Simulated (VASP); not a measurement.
All values below come from LDA (Ceperley-Alder, Perdew-Zunger), VASP's LDA PAW potentials (set 64) (plane waves; VASP).

A VASP calculation is set up with these files.

### POSCAR
```
BaF2
1
    0.0000000000     3.0425453420     3.0425453420
    3.0425453420     0.0000000000     3.0425453420
    3.0425453420     3.0425453420     0.0000000000
Ba F
1 2
Direct
  0.0000000000   0.0000000000   0.0000000000
  0.2500000000   0.2500000000   0.2500000000
  0.7500000000   0.7500000000   0.7500000000
```

### INCAR
```
SYSTEM = BaF2
PREC = Accurate; ENCUT = 620; LREAL = .FALSE.
LASPH = .TRUE.
EDIFF = 1E-6; NELM = 100; ALGO = Normal
LMAXMIX = 4
ISMEAR = 0; SIGMA = 0.05
IBRION = 2; NSW = 40; ISIF = 3
EDIFFG = -0.02; PSTRESS = 50
LWAVE = .FALSE.; LCHARG = .FALSE.
```

**KPOINTS**
```
Automatic mesh
0
Gamma
6 6 6
0 0 0
```

POTCAR, in this order: Ba_sv F (LDA.64 set). Program: vasp_std.

The run wrote:

OSZICAR:
```
       N       E                     dE             d eps       ncg     rms          rms(c)
DAV:   1     0.168450634181E+03    0.16845E+03   -0.14952E+04   512   0.163E+03
DAV:   2    -0.131695298468E+02   -0.18162E+03   -0.17827E+03   632   0.313E+02
DAV:   3    -0.202005112531E+02   -0.70310E+01   -0.70197E+01   696   0.695E+01
DAV:   4    -0.203357961193E+02   -0.13528E+00   -0.13528E+00   688   0.818E+00
DAV:   5    -0.203416580448E+02   -0.58619E-02   -0.58619E-02   688   0.112E+00    0.871E+00
DAV:   6    -0.187088164490E+02    0.16328E+01   -0.89574E+00   512   0.245E+01    0.486E+00
DAV:   7    -0.186603442170E+02    0.48472E-01   -0.35789E-01   624   0.538E+00    0.245E+00
DAV:   8    -0.186291542780E+02    0.31190E-01   -0.50293E-02   656   0.253E+00    0.303E-01
DAV:   9    -0.186300817845E+02   -0.92751E-03   -0.11994E-02   664   0.707E-01    0.131E-01
DAV:  10    -0.186307632389E+02   -0.68145E-03   -0.20557E-03   512   0.339E-01    0.428E-02
DAV:  11    -0.186307381040E+02    0.25135E-04   -0.41329E-04   648   0.150E-01    0.206E-02
DAV:  12    -0.186307360349E+02    0.20692E-05   -0.65518E-05   552   0.599E-02    0.671E-03
DAV:  13    -0.186307355635E+02    0.47140E-06   -0.42295E-06   632   0.167E-02
   1 F= -.16872810E+02 E0= -.16872810E+02  d E =-.168728E+02
       N       E                     dE             d eps       ncg     rms          rms(c)
DAV:   1    -0.202054226238E+02   -0.15747E+01   -0.35971E+01   512   0.555E+01    0.109E+01
DAV:   2    -0.186860380718E+02    0.15194E+01   -0.94586E+00   512   0.238E+01    0.186E+00
DAV:   3    -0.185610266475E+02    0.12501E+00   -0.35843E-01   608   0.599E+00    0.102E+00
DAV:   4    -0.185282260048E+02    0.32801E-01   -0.15612E-01   696   0.307E+00    0.332E-01
DAV:   5    -0.185294916062E+02   -0.12656E-02   -0.14957E-02   544   0.781E-01    0.204E-01
DAV:   6    -0.185308143104E+02   -0.13227E-02   -0.36099E-03   592   0.539E-01    0.117E-01
DAV:   7    -0.185305061581E+02    0.30815E-03   -0.12630E-03   536   0.304E-01    0.246E-02
DAV:   8    -0.185305112657E+02   -0.51076E-05   -0.71276E-05   632   0.673E-02    0.813E-03
DAV:   9    -0.185305115216E+02   -0.25592E-06   -0.23224E-06   520   0.122E-02
   2 F= -.16916458E+02 E0= -.16916458E+02  d E =-.436483E-01
       N       E                     dE             d eps       ncg     rms          rms(c)
DAV:   1    -0.187218647871E+02   -0.19135E+00   -0.30423E+00   512   0.159E+01    0.306E+00
DAV:   2    -0.185944850644E+02    0.12738E+00   -0.74106E-01   512   0.671E+00    0.489E-01
DAV:   3    -0.185845523564E+02    0.99327E-02   -0.23143E-02   536   0.146E+00    0.301E-01
DAV:   4    -0.185818983131E+02    0.26540E-02   -0.15130E-02   744   0.857E-01    0.903E-02
DAV:   5    -0.185819432920E+02   -0.44979E-04   -0.51531E-04   520   0.181E-01    0.565E-02
DAV:   6    -0.185820369875E+02   -0.93695E-04   -0.19278E-04   632   0.126E-01    0.304E-02
DAV:   7    -0.185820295257E+02    0.74618E-05   -0.47222E-05   536   0.572E-02    0.640E-03
DAV:   8    -0.185820297155E+02   -0.18983E-06   -0.22213E-06   584   0.130E-02
   3 F= -.16926749E+02 E0= -.16926749E+02  d E =-.539395E-01
```

File OUTCAR:
```
------------------------ aborting loop because EDIFF is reached ----------------------------------------
  FORCE on cell =-STRESS in cart. coord.  units (eV):
  Direction    XX          YY          ZZ          XY          YZ          ZX
  --------------------------------------------------------------------------------------
  Total        1.6582478      1.6582478      1.6582478      0.0000000      0.0000000      0.0000000
  in kB       50.0896256     50.0896256     50.0896256      0.0000000      0.0000000      0.0000000
  external PRESSURE =       0.0896256 kB  Pullay stress =      50.0000000 kB
  volume of cell :       53.04
      direct lattice vectors                 reciprocal lattice vectors
    -0.000000000  2.982135748  2.982135748    -0.167665070  0.167665070  0.167665070
     2.982135748  0.000000000  2.982135748     0.167665070 -0.167665070  0.167665070
     2.982135748  2.982135748  0.000000000     0.167665070  0.167665070 -0.167665070
 POSITION                                       TOTAL-FORCE (eV/Angst)
 -----------------------------------------------------------------------------------
      0.00000      0.00000      0.00000        -0.000000     -0.000000     -0.000000
      1.49107      1.49107      1.49107        -0.000000     -0.000000      0.000000
      4.47320      4.47320      4.47320         0.000000      0.000000     -0.000000
 -----------------------------------------------------------------------------------
    total drift:                                0.000000      0.000000      0.000000
  FREE ENERGIE OF THE ION-ELECTRON SYSTEM (eV)
  ---------------------------------------------------
  free  energy   TOTEN  =       -18.5820297155 eV

  energy  without entropy=      -18.5820297155  energy(sigma->0) =      -18.58202972
  enthalpy is  TOTEN    =       -16.9267490428 eV   P V=        1.6552806727

 reached required accuracy - stopping structural energy minimisation
```
(Selected blocks of OUTCAR.)

**CONTCAR**
```
BaF2
   1.00000000000000
    -0.0000000000000000    2.9821357482951827    2.9821357482951827
     2.9821357482951827    0.0000000000000000    2.9821357482951827
     2.9821357482951827    2.9821357482951827    0.0000000000000000
  Ba              F
     1     2
Direct
     0.0000000000000000    0.0000000000000000    0.0000000000000000
     0.2500000000000000    0.2500000000000000    0.2500000000000000
     0.7500000000000000    0.7500000000000000    0.7500000000000000
```

Energy and stress use the plane-wave basis of the starting cell.

The compound is BaF2 in the fluorite structure. This run relaxes it under an external pressure of 5 GPa. Symmetry was kept, so distortions that lower it aren't found.
